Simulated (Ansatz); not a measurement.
Calculated with Ansatz (gas phase, PBE0-D4/def2-TZVP geometries, no zero-point term in ΔE). CCSD(T)/CBS adds triple-zeta CCSD(T) − MP2 to the extrapolated MP2 energy (def2 sets, frozen cores). This one scheme is used for every species. Each species was taken in one conformer, which may not be the lowest.

Reaction (ligand exchange at the Si–S bond): `CO[SiH2]S[SiH](F)F` + `CC(=O)O` → `CC(=O)O[SiH](F)F` + `CO[SiH2]S`

| species | CCSD(T)/CBS(def2) energy (Eh) |
| --- | --- |
| `CO[SiH2]S[SiH](F)F` | -1292.58415 |
| `CC(=O)O` | -228.87529 |
| `CC(=O)O[SiH](F)F` | -717.72603 |
| `CO[SiH2]S` | -803.74459 |

Problem. Work out ΔE.

Solution. ΔE = (-717.72603) + (-803.74459) − (-1292.58415) − (-228.87529) = -0.01118 Eh = -29.4 kJ/mol.

Largest T1 diagnostic among the species: 0.015.

From PBE to PBE0 (25 % exact exchange), in def2-TZVPP and without D4, ΔE moves by −4.0 kJ/mol. In def2-TZVPP, CCSD(T) changes the Hartree–Fock value by +16.2 kJ/mol (the triples alone add +3.5 kJ/mol) and MP2 by +20.9 kJ/mol.
